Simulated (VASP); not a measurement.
A run of VASP 6.6.1 is set up as follows.

The input INCAR:

```
SYSTEM = In3Se
PREC = Accurate
ENCUT = 520
EDIFF = 1E-7
ISMEAR = 0
SIGMA = 0.1
LREAL = .False.
LASPH = .True.
NELM = 100
ALGO = Fast
ISIF = 2
LWAVE = .False.
LCHARG = .False.
GGA = PE
NBANDS = 30
```

KPOINTS

```
regular mesh
0
Gamma
  10 10 10
  0 0 0
```

POSCAR

```
In3Se
1.0
    4.8150948689      0.0000000000      0.0000000000
    0.0000000000      4.8150948689      0.0000000000
    0.0000000000      0.0000000000      4.8150948689
In Se
3 1
Direct
    0.0000000000      0.5000000000      0.5000000000
    0.5000000000      0.0000000000      0.5000000000
    0.5000000000      0.5000000000      0.0000000000
    0.0000000000      0.0000000000      0.0000000000
```

Potentials or basis: VASP PAW PBE potentials, release 64 (In_d, Se).

Command:

```sh
$ cat potpaw_PBE.64/In_d/POTCAR potpaw_PBE.64/Se/POTCAR > POTCAR
$ mpirun -np 1 vasp_std > vasp.out
```

Predict the band gap on the k mesh.

none (metal or under the smearing width).

Estimate the pressure.

-0.6 GPa.
